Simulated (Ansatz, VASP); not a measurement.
## C in VASP and in Ansatz

```
CELL_PARAMETERS angstrom
0.00000 1.78337 1.78337
1.78337 0.00000 1.78337
1.78337 1.78337 0.00000
ATOMIC_POSITIONS crystal
C 0.00000 0.00000 0.00000
C 0.25000 0.25000 0.25000
```

This isn't the form of C at room conditions, which is graphite.

Alike in both runs: task relaxation of cell and atoms; functional PBEsol; k mesh 12 × 12 × 12; occupations gaussian, width 0.02 eV; no spin polarisation.

```csv
,VASP,Ansatz
version,VASP 6.6.1,Ansatz 0.2.0
potentials or method,"VASP PAW PBE potentials, release 64 (C)","scalar-relativistic, plane waves, PAW"
plane-wave cutoff (eV),600,420
valence electrons in the cell,8,8
```

|  | VASP | Ansatz | Ansatz less VASP |
| --- | --- | --- | --- |
| gap on the k mesh at the Fermi level, each at its own relaxed structure (eV) | 4.06 | 4.07 | +0.007 |
| relaxed volume (Å³/atom) | 5.62 | 5.61 | -0.005 |
| relaxed cell length with the largest relative difference (Å) | 2.514 | 2.513 | -0.0008 |

Caveats: the PAW data sets were made with another functional, which shifts forces and pressure a little (VASP).
